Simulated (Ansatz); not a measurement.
**Cubic perovskite BaSnO₃**

Computed with r²SCAN0 (plane waves, PAW; Ansatz, a quantum-chemistry and plane-wave program).

Numerical settings: plane-wave cutoff 520 eV, 6×6×6 k mesh, Fermi–Dirac smearing 0.01 eV, scalar-relativistic PAW data made under PBE.

Cell: measured lattice: a = 4.116 Å, b = 4.116 Å, c = 4.116 Å, α = 90.00°, β = 90.00°, γ = 90.00°.

For cubic perovskite BaSnO₃, the band gap is 3.90 eV (on the SCF k mesh) and the smallest direct gap on the k points sampled comes out as 4.33 eV.

Measured, for comparison: band gap 2.95 eV (temperature not stated, no zero-point or thermal correction, indirect, from the absorption edge of a single crystal; as tabulated in Kim et al. (2012), arXiv:1207.0764).

Note: cell and atoms aren't relaxed at this level (pressure -1.9 GPa).

Spin–orbit coupling is not included.

Computing time: roughly 4 core-minutes.
